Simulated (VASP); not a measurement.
Here is a VASP 6.6.1 calculation.

INCAR

```
SYSTEM = ZnSe
PREC = Accurate ; ENCUT = 600
EDIFF = 1E-7 ; ISMEAR = -1
SIGMA = 0.05 ; LREAL = .False.
LASPH = .True. ; NELM = 80
ALGO = Fast ; ISIF = 3
LWAVE = .False. ; LCHARG = .False.
GGA = PE ; IVDW = 13
IBRION = 2 ; NSW = 60
EDIFFG = -0.02
```

The input KPOINTS:

```
Automatic mesh
0
Gamma
  8 8 8
  0 0 0
```

File POSCAR:

```
ZnSe
1.0
    0.0000000000      2.8338000000      2.8338000000
    2.8338000000      0.0000000000      2.8338000000
    2.8338000000      2.8338000000      0.0000000000
Se Zn
1 1
Direct
    0.7500000000      0.7500000000      0.7500000000
    0.0000000000      0.0000000000      0.0000000000
```

Potentials or basis: VASP PAW PBE potentials, release 64 (Se, Zn).

Run with:

```console
$ cat potpaw_PBE.64/Se/POTCAR potpaw_PBE.64/Zn/POTCAR > POTCAR
$ mpirun -np 1 vasp_std > vasp.out
```

(1) Estimate the dispersion energy per atom.

(2) Estimate the band gap on the k mesh.

## Answers

(1) -0.317 eV.

(2) 1.29 eV, direct.

Caveat: the relaxation stopped at its first step, so nothing moved.
